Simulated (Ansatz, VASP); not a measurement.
**One calculation of Ir, two programs**

The input INCAR:

```
ALGO = Normal
EDIFF = 1E-7
ENCUT = 520
GGA = PE
ISIF = 2
ISMEAR = 0
IVDW = 12
LASPH = True
LCHARG = False
LREAL = False
LWAVE = False
NBANDS = 10
NELM = 100
PREC = Accurate
SIGMA = 0.1
```

KPOINTS

```
k-points
0
Gamma
  8 8 8
```

File POSCAR:

```
Ir
1.0
    0.0000000000      1.9156000000      1.9156000000
    1.9156000000      0.0000000000      1.9156000000
    1.9156000000      1.9156000000      0.0000000000
Ir
1
Direct
    0.0000000000      0.0000000000      0.0000000000
```

Input for Ansatz:

```yaml
crystal:
  lattice:
    - [0.0, 1.9156, 1.9156]
    - [1.9156, 0.0, 1.9156]
    - [1.9156, 1.9156, 0.0]
  atoms:
    - { symbol: Ir, position: [0.0, 0.0, 0.0] }
basis:
  ecutwfc: 420
kpoints:
  mp_grid: { grid: [8, 8, 8] }
hamiltonian:
  xc: pbe
  dispersion: d3bj
scf:
  occupations: { method: gaussian, width: 0.1 }
output:
  forces: true
  stress: true
  eigenvalues: true
```

Alike in both runs: task single point; functional PBE; dispersion D3(BJ); k mesh 8 × 8 × 8; occupations gaussian, width 0.1 eV; no spin polarisation.

|  | VASP | Ansatz |
| --- | --- | --- |
| version | VASP 6.6.1 | Ansatz 0.2.0 |
| potentials or method | VASP PAW PBE potentials, release 64 (Ir) | scalar-relativistic, plane waves, PAW |
| plane-wave cutoff (eV) | 520 | 420 |
| valence electrons in the cell | 9 | 17 |

VASP gave:

```
gap on the k mesh at the Fermi level (eV) : none
pressure (GPa)                            : 4.9
```

Problem. Estimate Ansatz's values.

Solution. gap on the k mesh at the Fermi level (eV): none; pressure (GPa): 4.3.

A gap of «none» marks a metal or a gap that the smearing closes. The two sets of potentials don't hold the same shells in valence.

Caveats: pairwise dispersion overbinds metals, which lowers pressure and volume. Spin-orbit coupling is left out, which matters for the levels of Ir.
